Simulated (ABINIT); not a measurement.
# TePb (Fm-3m): G0W0 in ABINIT against the bands in the self-energy

How does the gap of TePb (Fm-3m) converge in the bands in the self-energy?

Main program and level: ABINIT 10.8.3; PBE and many-body steps on it, plane waves.

### 1. The starting structure

It takes space group Fm-3m (No. 225, cubic). Conventional cell: a = 6.462 Å, b = 6.462 Å, c = 6.462 Å, α = 90.00°, β = 90.00°, γ = 90.00°. Nearest to Te lie 6 Pb at 3.23 Å. Nearest to Pb lie 6 Te at 3.23 Å. Farther neighbours and most contacts between anions are not listed.

The cell and positions come from the Crystallography Open Database and are kept as given unless a step says otherwise. Spin-orbit coupling is left out unless a step names it.

### 2. Screening, 4×4×4 mesh, 448 bands, screening to 272.1 eV

This step: ABINIT 10.8.3; RPA screening on PBE, plane waves, norm-conserving pseudopotentials.

The RPA dielectric matrix is built and inverted for each q.

run.abi reads:

```
acell 3*1.0 Angstrom
rprim 
  -0.000000000000 3.231000000000 3.231000000000
  3.231000000000 0.000000000000 3.231000000000
  3.231000000000 3.231000000000 0.000000000000
ntypat 2
znucl 52 82
natom 2
typat 1 2
xred 
  0.500000000000 0.500000000000 0.500000000000
  0.000000000000 0.000000000000 0.000000000000
pp_dirpath "pseudos"
pseudos "Te.upf, Pb.upf"
ecut 34
ngkpt 4 4 4
nshiftk 1
shiftk 0 0 0
kptopt 1
chksymbreak 0
istwfk *1
occopt 1
irdwfk 1
optdriver 3
nband 448
ecuteps 10
inclvkb 2
awtr 1
symchi 1
indata_prefix "in"
outdata_prefix "out"
tmpdata_prefix "tmp"
```

Started as:

```sh
OMP_NUM_THREADS=1 mpirun -n 8 abinit run.abi > log
```

The log of the run:

```text
.Version 10.8.3 of ABINIT. v10.8.2 released Aug 2026.

 Symmetries : space group Fm -3 m (#225); Bravais cF (face-center cubic)
[... echo of the input left out ...]
== DATASET  1 ==================================================================
-   mpi_nproc: 8, omp_nthreads: 1 (-1 if OMP is not activated)

--- !DatasetInfo
iteration_state: {dtset: 1, }
dimensions: {natom: 2, nkpt: 8, mband: 448, nsppol: 1, nspinor: 1, nspden: 1, mpw: 4338, }
cutoff_energies: {ecut:  34.0, pawecutdg:  -1.0, }
electrons: {nelect:   3.00000000E+01, charge:   0.00000000E+00, occopt:   1.00000000E+00, tsmear:   1.00000000E-02, }

 SCREENING: Calculation of the susceptibility and dielectric matrices

 Based on a program developped by R.W. Godby, V. Olevano, G. Onida, and L. Reining.
 Incorporated in ABINIT by V. Olevano, G.-M. Rignanese, and M. Torrent.
.Using double precision arithmetic ; gwpc =  8

[... cell and pseudopotentials left out ...]
--------------------------------------------------------------------------------

 ==== K-mesh for the wavefunctions ====
 Number of points in the irreducible wedge :     8
[... list of points left out ...]
 Together with 48 symmetry operations and time-reversal symmetry
 yields    64 points in the full Brillouin Zone.

 ==== Q-mesh for the screening function ====
 Number of points in the irreducible wedge :     8
[... list of points left out ...]
 Together with 48 symmetry operations and time-reversal symmetry
 yields    64 points in the full Brillouin Zone.

 setmesh: FFT mesh size selected  =    36x   36x   36
          total number of points  =        46656

 vcoul_init : cutoff-mode = AUXILIARY_FUNCTION
 q-points for optical limit:   1
     1)      0.000010    0.000020    0.000030

- screening: taking advantage of time-reversal symmetry
- Maximum band index for partially occupied states nbvw = 15
- Remaining bands to be divided among processors   nbcw = 433
- Number of bands treated by each node ~54

 Number of electrons calculated from density =   30.0000; Expected =   30.0000
 average of density, n =  0.065900
 r_s =    1.5358
 omega_plasma =   24.7627 [eV]

 calculating chi0 at frequencies [eV] :
  1    0.000000E+00    0.000000E+00
  2    0.000000E+00    2.476267E+01

--------------------------------------------------------------------------------
  q-point number  1        q = ( 0.000000, 0.000000, 0.000000) [r.l.u.]
--------------------------------------------------------------------------------
[... chi0 elements left out ...]
 For q-point:  0.000010 0.000020 0.000030
  dielectric constant =  38.7417
  dielectric constant without local fields =  41.7549

  Average fulfillment of the sum rule on Im[epsilon] for q-point    1 :    156.79  [%]
[... wings left out ...]
  q-point number  2        q = ( 0.250000, 0.000000, 0.000000) [r.l.u.]
--------------------------------------------------------------------------------
[... chi0 elements left out ...]
  Average fulfillment of the sum rule on Im[epsilon] for q-point    2 :    184.08  [%]

 [... 6 further q-points ...]
```

Run time: 4.2 min. Hardware: 8 MPI ranks of Intel Xeon Platinum 8488C (Sapphire Rapids), shared host; peak memory 4.6 GiB.

Numbers from this step:

```
ε∞ with local fields, on this mesh, along the program's q direction : 38.74
the same without local fields                                       : 41.75
plasma frequency                                                    : 24.76 eV
plane waves in the screening matrix                                 : 701
```

Local fields lower ε∞ by 7 %.

### 3. 23 bands

This step: G0W0 on PBE, plane waves, norm-conserving pseudopotentials.

Edit run.abi of step 2 so:

```diff
@@ -23,8 +23,17 @@
 irdwfk 1
-optdriver 3
-nband 448
+optdriver 4
+nband 23
+gwcalctyp 0
+ecutsigx 34
+symsigma 1
+nkptgw 2
+kptgw 
+  0.5000000000 0.0000000000 0.0000000000
+  0.0000000000 0.0000000000 0.0000000000
+bdgw 
+  13 18
+  13 18
 ecuteps 10
-inclvkb 2
-awtr 1
-symchi 1
+irdscr 1
+ppmodel 1
 indata_prefix "in"
```

The log of the run:

```text
.Version 10.8.3 of ABINIT. v10.8.2 released Aug 2026.

 Symmetries : space group Fm -3 m (#225); Bravais cF (face-center cubic)
[... echo of the input left out ...]
== DATASET  1 ==================================================================
-   mpi_nproc: 8, omp_nthreads: 1 (-1 if OMP is not activated)

--- !DatasetInfo
iteration_state: {dtset: 1, }
dimensions: {natom: 2, nkpt: 8, mband: 23, nsppol: 1, nspinor: 1, nspden: 1, mpw: 4338, }
cutoff_energies: {ecut:  34.0, pawecutdg:  -1.0, }
electrons: {nelect:   3.00000000E+01, charge:   0.00000000E+00, occopt:   1.00000000E+00, tsmear:   1.00000000E-02, }

 SIGMA: Calculation of the GW corrections

 Based on a program developped by R.W. Godby, V. Olevano, G. Onida, and L. Reining.
 Incorporated in ABINIT by V. Olevano, G.-M. Rignanese, and M. Torrent.
.Using double precision arithmetic ; gwpc =  8

[... cell and pseudopotentials left out ...]
--------------------------------------------------------------------------------

 ==== K-mesh for the wavefunctions ====
 Number of points in the irreducible wedge :     8
[... list of points left out ...]
 Together with 48 symmetry operations and time-reversal symmetry
 yields    64 points in the full Brillouin Zone.

 ==== Q-mesh for screening function ====
 Number of points in the irreducible wedge :     8
[... list of points left out ...]
 Together with 48 symmetry operations and time-reversal symmetry
 yields    64 points in the full Brillouin Zone.

 vcoul_init : cutoff-mode = AUXILIARY_FUNCTION
 q-points for optical limit:   1
     1)      0.000010    0.000020    0.000030
 setmesh: FFT mesh size selected  =    45x   45x   45
          total number of points  =        91125

 Number of electrons calculated from density =   30.0000; Expected =   30.0000
 average of density, n =  0.065900
 r_s =    1.5358
 omega_plasma =   24.7627 [eV]

 === KS Band Gaps ===
  >>>> For spin  1
   Minimum direct gap =   0.7358 [eV], located at k-point      :   0.5000  0.0000  0.0000
   Fundamental gap    =   0.7358 [eV], Top of valence bands at :   0.5000  0.0000  0.0000
                                       Bottom of conduction at :   0.5000  0.0000  0.0000
 SIGMA fundamental parameters:
 PLASMON POLE MODEL  1
 number of plane-waves for SigmaX                 4285
 number of plane-waves for SigmaC and W            701
 number of plane-waves for wavefunctions          4285
 number of bands                                    23
 number of independent spin polarizations            1
 number of spinorial components                      1
 number of k-points in IBZ                           8
 number of q-points in IBZ                           8
 number of symmetry operations                      48
 number of k-points in BZ                           64
 number of q-points in BZ                           64
 number of frequencies for dSigma/dE                 9
 frequency step for dSigma/dE [eV]                0.25
 number of omega for Sigma on real axis              0
 max omega for Sigma on real axis  [eV]           0.00
 zcut for avoiding poles [eV]                     0.10

 EPSILON^-1 parameters (SCR file):
 dimension of the eps^-1 matrix on file            701
 dimension of the eps^-1 matrix used               701
 number of plane-waves for wavefunctions          4285
 number of bands                                   448
 number of q-points in IBZ                           8
 number of frequencies                               2
 number of real frequencies                          1
 number of imag frequencies                          1

 matrix elements of self-energy operator (all in [eV])

 Perturbative Calculation

--- !SelfEnergy_ee
iteration_state: {dtset: 1, }
kpoint     : [   0.500,    0.000,    0.000, ]
spin       : 1
KS_gap     :    0.736
QP_gap     :    0.823
Delta_QP_KS:    0.087
data: !SigmaeeData |
     Band     E0 <VxcDFT>   SigX SigC(E0)      Z dSigC/dE  Sig(E)    E-E0       E
       13   3.289 -11.806 -14.356   3.030   0.801  -0.249 -11.422   0.385   3.674
       14   3.289 -11.806 -14.356   3.030   0.801  -0.249 -11.422   0.385   3.674
       15   4.179 -12.163 -13.776   2.281   0.810  -0.234 -11.622   0.541   4.720
       16   4.915  -9.781  -7.151  -1.862   0.818  -0.222  -9.153   0.628   5.543
       17   5.451 -10.045  -7.546  -1.576   0.818  -0.222  -9.289   0.756   6.206
       18   5.451 -10.045  -7.546  -1.576   0.818  -0.222  -9.289   0.756   6.206

--- !SelfEnergy_ee
iteration_state: {dtset: 1, }
kpoint     : [   0.000,    0.000,    0.000, ]
spin       : 1
KS_gap     :    5.441
QP_gap     :    6.184
Delta_QP_KS:    0.744
data: !SigmaeeData |
     Band     E0 <VxcDFT>   SigX SigC(E0)      Z dSigC/dE  Sig(E)    E-E0       E
[...]
16   8.279 -10.803  -7.343  -2.242   0.809  -0.236  -9.817   0.986   9.265
       17   8.279 -10.803  -7.343  -2.242   0.809  -0.236  -9.817   0.986   9.265
       18   8.279 -10.803  -7.343  -2.242   0.809  -0.236  -9.817   0.986   9.265

== END DATASET(S) ==============================================================
================================================================================

 -outvars: echo values of variables after computation  --------
           etotal      0.0000000000E+00
            nband          23
             nkpt           8
          spgroup         225
 [... the other variables as echoed above ...]

 Calculation completed.
```

The job ended after 12 s (8 MPI ranks; peak memory 3.1 GiB; 90 s of CPU time).

This step gave:

- G0W0 gap on the points computed: 0.8230 eV
- starting gap on the mesh: 0.7358 eV
- k of the valence top: 0.5, 0, 0
- k of the conduction bottom: 0.5, 0, 0
- Z at the valence top: 0.81
- Z at the conduction bottom: 0.818
- least direct G0W0 gap on the computed points: 0.8230 eV

### 4. 28 bands

Edit run.abi of step 3 so:

```diff
@@ -24,3 +24,3 @@
 optdriver 4
-nband 23
+nband 28
 gwcalctyp 0
```

The log of the run:

```text
.Version 10.8.3 of ABINIT. v10.8.2 released Aug 2026.

 Symmetries : space group Fm -3 m (#225); Bravais cF (face-center cubic)
[... echo of the input left out ...]
== DATASET  1 ==================================================================
-   mpi_nproc: 8, omp_nthreads: 1 (-1 if OMP is not activated)

--- !DatasetInfo
iteration_state: {dtset: 1, }
dimensions: {natom: 2, nkpt: 8, mband: 28, nsppol: 1, nspinor: 1, nspden: 1, mpw: 4338, }
cutoff_energies: {ecut:  34.0, pawecutdg:  -1.0, }
electrons: {nelect:   3.00000000E+01, charge:   0.00000000E+00, occopt:   1.00000000E+00, tsmear:   1.00000000E-02, }

 SIGMA: Calculation of the GW corrections

 Based on a program developped by R.W. Godby, V. Olevano, G. Onida, and L. Reining.
 Incorporated in ABINIT by V. Olevano, G.-M. Rignanese, and M. Torrent.
.Using double precision arithmetic ; gwpc =  8

[... cell and pseudopotentials left out ...]
--------------------------------------------------------------------------------

 ==== K-mesh for the wavefunctions ====
 Number of points in the irreducible wedge :     8
[... list of points left out ...]
 Together with 48 symmetry operations and time-reversal symmetry
 yields    64 points in the full Brillouin Zone.

 ==== Q-mesh for screening function ====
 Number of points in the irreducible wedge :     8
[... list of points left out ...]
 Together with 48 symmetry operations and time-reversal symmetry
 yields    64 points in the full Brillouin Zone.

 vcoul_init : cutoff-mode = AUXILIARY_FUNCTION
 q-points for optical limit:   1
     1)      0.000010    0.000020    0.000030
 setmesh: FFT mesh size selected  =    45x   45x   45
          total number of points  =        91125

 Number of electrons calculated from density =   30.0000; Expected =   30.0000
[...]
number of omega for Sigma on real axis              0
 max omega for Sigma on real axis  [eV]           0.00
 zcut for avoiding poles [eV]                     0.10

 EPSILON^-1 parameters (SCR file):
 dimension of the eps^-1 matrix on file            701
 dimension of the eps^-1 matrix used               701
 number of plane-waves for wavefunctions          4285
 number of bands                                   448
 number of q-points in IBZ                           8
 number of frequencies                               2
 number of real frequencies                          1
 number of imag frequencies                          1

 matrix elements of self-energy operator (all in [eV])

 Perturbative Calculation

--- !SelfEnergy_ee
iteration_state: {dtset: 1, }
kpoint     : [   0.500,    0.000,    0.000, ]
spin       : 1
KS_gap     :    0.736
QP_gap     :    0.848
Delta_QP_KS:    0.112
data: !SigmaeeData |
     Band     E0 <VxcDFT>   SigX SigC(E0)      Z dSigC/dE  Sig(E)    E-E0       E
       13   3.289 -11.806 -14.356   2.683   0.795  -0.258 -11.701   0.106   3.395
       14   3.289 -11.806 -14.356   2.683   0.795  -0.258 -11.701   0.106   3.395
       15   4.179 -12.163 -13.776   1.930   0.804  -0.244 -11.908   0.255   4.433
[...]
--- !SelfEnergy_ee
iteration_state: {dtset: 1, }
kpoint     : [   0.000,    0.000,    0.000, ]
spin       : 1
KS_gap     :    5.441
QP_gap     :    6.053
Delta_QP_KS:    0.612
data: !SigmaeeData |
     Band     E0 <VxcDFT>   SigX SigC(E0)      Z dSigC/dE  Sig(E)    E-E0       E
[...]
17   8.279 -10.803  -7.343  -2.717   0.799  -0.252 -10.209   0.594   8.873
       18   8.279 -10.803  -7.343  -2.717   0.799  -0.252 -10.209   0.594   8.873

== END DATASET(S) ==============================================================
================================================================================

 -outvars: echo values of variables after computation  --------
           etotal      0.0000000000E+00
            nband          28
             nkpt           8
          spgroup         225
 [... the other variables as echoed above ...]

 Calculation completed.
```

Elapsed: 14 s, on 8 MPI ranks; peak memory 3.2 GiB.

This step gave:

* G0W0 gap on the points computed: 0.8480 eV
* starting gap on the mesh: 0.7358 eV
* k of the valence top: 0.5, 0, 0
* k of the conduction bottom: 0.5, 0, 0
* Z at the valence top: 0.804
* Z at the conduction bottom: 0.812
* least direct G0W0 gap on the computed points: 0.8480 eV

### 5. 53 bands

Edit run.abi of step 4 so:

```diff
@@ -24,3 +24,3 @@
 optdriver 4
-nband 28
+nband 53
 gwcalctyp 0
```

The log of the run:

```text
.Version 10.8.3 of ABINIT. v10.8.2 released Aug 2026.

 Symmetries : space group Fm -3 m (#225); Bravais cF (face-center cubic)
[... echo of the input left out ...]
== DATASET  1 ==================================================================
-   mpi_nproc: 8, omp_nthreads: 1 (-1 if OMP is not activated)

--- !DatasetInfo
iteration_state: {dtset: 1, }
dimensions: {natom: 2, nkpt: 8, mband: 53, nsppol: 1, nspinor: 1, nspden: 1, mpw: 4338, }
cutoff_energies: {ecut:  34.0, pawecutdg:  -1.0, }
electrons: {nelect:   3.00000000E+01, charge:   0.00000000E+00, occopt:   1.00000000E+00, tsmear:   1.00000000E-02, }

 SIGMA: Calculation of the GW corrections

 Based on a program developped by R.W. Godby, V. Olevano, G. Onida, and L. Reining.
 Incorporated in ABINIT by V. Olevano, G.-M. Rignanese, and M. Torrent.
.Using double precision arithmetic ; gwpc =  8

[... cell and pseudopotentials left out ...]
--------------------------------------------------------------------------------

 ==== K-mesh for the wavefunctions ====
 Number of points in the irreducible wedge :     8
[... list of points left out ...]
 Together with 48 symmetry operations and time-reversal symmetry
 yields    64 points in the full Brillouin Zone.

 ==== Q-mesh for screening function ====
 Number of points in the irreducible wedge :     8
[... list of points left out ...]
 Together with 48 symmetry operations and time-reversal symmetry
 yields    64 points in the full Brillouin Zone.

 vcoul_init : cutoff-mode = AUXILIARY_FUNCTION
 q-points for optical limit:   1
     1)      0.000010    0.000020    0.000030
 setmesh: FFT mesh size selected  =    45x   45x   45
          total number of points  =        91125

 Number of electrons calculated from density =   30.0000; Expected =   30.0000
[...]
number of omega for Sigma on real axis              0
 max omega for Sigma on real axis  [eV]           0.00
 zcut for avoiding poles [eV]                     0.10

 EPSILON^-1 parameters (SCR file):
 dimension of the eps^-1 matrix on file            701
 dimension of the eps^-1 matrix used               701
 number of plane-waves for wavefunctions          4285
 number of bands                                   448
 number of q-points in IBZ                           8
 number of frequencies                               2
 number of real frequencies                          1
 number of imag frequencies                          1

 matrix elements of self-energy operator (all in [eV])

 Perturbative Calculation

--- !SelfEnergy_ee
iteration_state: {dtset: 1, }
kpoint     : [   0.500,    0.000,    0.000, ]
spin       : 1
KS_gap     :    0.736
QP_gap     :    0.951
Delta_QP_KS:    0.215
data: !SigmaeeData |
     Band     E0 <VxcDFT>   SigX SigC(E0)      Z dSigC/dE  Sig(E)    E-E0       E
       13   3.289 -11.806 -14.356   1.966   0.787  -0.271 -12.266  -0.460   2.830
       14   3.289 -11.806 -14.356   1.966   0.787  -0.271 -12.266  -0.460   2.830
       15   4.179 -12.163 -13.776   1.193   0.795  -0.258 -12.497  -0.334   3.845
[...]
--- !SelfEnergy_ee
iteration_state: {dtset: 1, }
kpoint     : [   0.000,    0.000,    0.000, ]
spin       : 1
KS_gap     :    5.441
QP_gap     :    5.926
Delta_QP_KS:    0.485
data: !SigmaeeData |
     Band     E0 <VxcDFT>   SigX SigC(E0)      Z dSigC/dE  Sig(E)    E-E0       E
[...]
17   8.279 -10.803  -7.343  -3.591   0.787  -0.271 -10.906  -0.103   8.176
       18   8.279 -10.803  -7.343  -3.591   0.787  -0.271 -10.906  -0.103   8.176

== END DATASET(S) ==============================================================
================================================================================

 -outvars: echo values of variables after computation  --------
           etotal      0.0000000000E+00
            nband          53
             nkpt           8
          spgroup         225
 [... the other variables as echoed above ...]

 Calculation completed.
```

Wall time 23 s (8 MPI ranks); peak memory 3.3 GiB; 3 min of CPU time.

This step gave:

```
G0W0 gap on the points computed              : 0.9500 eV
starting gap on the mesh                     : 0.7358 eV
k of the valence top                         : 0.5, 0, 0
k of the conduction bottom                   : 0.5, 0, 0
Z at the valence top                         : 0.795
Z at the conduction bottom                   : 0.804
least direct G0W0 gap on the computed points : 0.9500 eV
```

(Continued in part 2 of 2.)

[Paths, hosts, dates, memory and timing lines, banners, echoed tables and standing remarks are left out of the program output.]

[Logs are printed without paths, hosts, clocks, repeated set-up lines and the standing remarks that a program may print on its own settings, such as how far it seeks lower states.]

[Runs of the session that timed out or met a known fault of the program may be left out.]

[Hosts, paths, dates, database ids (printed as entryN), source tags and the programs' standing remarks are cut or masked in the printed files.]

[G0W0 gaps are taken among the corrected bands and points alone; a level outside them can change the order at an edge.]

[Where Ansatz stands beside ABINIT at settings called matched, ABINIT's density can come from a denser mesh and the files from another edition; pairs whose starting gaps differed by over 0.03 eV were left out, so agreement reads better than it is.]
